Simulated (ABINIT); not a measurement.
Crystal: Bi.

```xyz
1
Lattice="-1.9814 1.9814 1.9814 1.9814 -1.9814 1.9814 1.9814 1.9814 -1.9814" Properties=species:S:1:pos:R:3 pbc="T T T"
Bi    0.0000    0.0000    0.0000
```

This isn't the form of Bi at room conditions, which is rhombohedral.

Program: ABINIT 10.8.3 (patched build). Alike in all runs: task band structure; level r2SCAN; no spin polarisation; cell as given; k mesh 9 × 9 × 9; smearing fermi-dirac 0.05 eV. Hardware: 4 MPI ranks on Arm Neoverse V2, with other jobs on the host.

Task: Order these runs on this cell by their wall time, lowest first.
A. potentials or basis PseudoDojo NC SR PBE v0.4.1 standard; cutoff (eV) 1088
B. potentials or basis Ansatz NC r2SCAN; cutoff (eV) 1197
C. potentials or basis JTH PAW PBE v2.0; cutoff (eV) 707; fine-grid cutoff 1306.15 eV
D. potentials or basis SG15 NC PBE v1.2; cutoff (eV) 707

Result: D (19 s), C (40 s), A (130 s), B (300 s).

Caveats: a meta-GGA on potentials with a model core is unreliable (some runs).
